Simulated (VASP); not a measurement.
**BeTe: relaxation of the atoms with PBE**

The system is BeTe.

```xyz
2
Lattice="0.0000 2.8340 2.8340 2.8340 0.0000 2.8340 2.8340 2.8340 0.0000" Properties=species:S:1:pos:R:3 pbc="T T T"
Be    0.0000    0.0000    0.0000
Te    1.4170    1.4170    1.4170
```

```json
{"Program": "VASP 6.6.1", "Task": "relaxation of the atoms", "Functional": "PBE", "Potentials or basis": "VASP PAW PBE potentials, release 64 (Be, Te)", "Cutoff": "600 eV", "k mesh": "8 × 8 × 8", "Occupations": "gaussian, width 0.03 eV", "Spin": "no spin polarisation", "Further INCAR settings": "ALGO = Normal; EDIFF = 1e-07; IBRION = 2; EDIFFG = -0.01; NSW = 40"}
```

```
Pressure after relaxing : 0.0 GPa
Band gap on the k mesh  : 2.02 eV, indirect (least direct gap 3.63 eV)
```

Final structure:
```
CELL_PARAMETERS angstrom
0.00000 2.83399 2.83399
2.83399 0.00000 2.83399
2.83399 2.83399 0.00000
ATOMIC_POSITIONS crystal
Be 0.00000 0.00000 0.00000
Te 0.25000 0.25000 0.25000
```

Levels at points of the mesh, in eV from the valence-band top:
| k point | band 1 | band 2 | band 3 | band 4 | band 5 | band 6 | band 7 | band 8 |
| --- | --- | --- | --- | --- | --- | --- | --- | --- |
| (0.00, 0.00, 0.00) | -12.17 | 0.00 | 0.00 | 0.00 | 3.63 | 3.63 | 3.63 | 3.68 |
| (0.50, 0.00, 0.00) | -10.88 | -5.42 | -1.10 | -1.10 | 3.03 | 4.60 | 4.60 | 7.82 |
| (0.50, 0.50, 0.00) | -10.40 | -5.01 | -2.57 | -2.57 | 2.02 | 2.69 | 9.58 | 9.58 |

It took 11 s on 1 thread of Intel(R) Xeon(R) Platinum 8375C CPU @ 2.90GHz (Ice Lake), with other jobs on the host, peak memory 0.15 GiB.

Caveat: the relaxation stopped at its first step, so nothing moved; spin-orbit coupling is left out, which moves the levels of the heavy elements. As with any semilocal functional, this PBE gap is likely too small.
